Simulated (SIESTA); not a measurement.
Slab: WSe, a slab with vacuum.

```
CELL_PARAMETERS angstrom
3.31794 0.00000 0.00000
-1.65897 2.87342 0.00000
0.00000 0.00000 31.65814
ATOMIC_POSITIONS crystal
W 0.00000 0.00000 0.23691
Se 0.33333 0.66667 0.28941
Se 0.33333 0.66667 0.71059
W 0.00000 0.00000 0.76309
```

Base run:

* Program: SIESTA 5.4.2
* Functional: PBE
* Potentials or basis: Ansatz NC with PseudoDojo 0.4 standard (PBE files)
* Basis: DZP (energy shift 0.003 Ry; two zetas on semicore shells)
* Grid cutoff: 800 Ry
* Energy shift: 0.003 Ry
* k mesh: 9 × 9 × 1
* Occupations: fermi-dirac, width 0.05 eV
* Spin: no spin polarisation

Its results: band gap on the k mesh 0.35 eV, indirect (least direct gap 0.72 eV); largest force 0.622 eV/Å.

The run is repeated on the same cell with these changes: potentials or basis from Ansatz NC with PseudoDojo 0.4 standard (PBE files) to SPMS 1.0 (PBE files) or PseudoDojo by element. What comes out?

Band gap on the k mesh 0.40 eV, indirect (least direct gap 0.49 eV); largest force 0.657 eV/Å.

Caveats: spin-orbit coupling is left out, which moves the levels of the heavy elements; the basis of atomic orbitals isn't converged, which shifts pressures, moduli and gaps; the valence orbitals were made in a potential fitted to the semicore shell under them, which widens gaps by tenths of an eV or more (some runs).

A k mesh can miss the band edges.
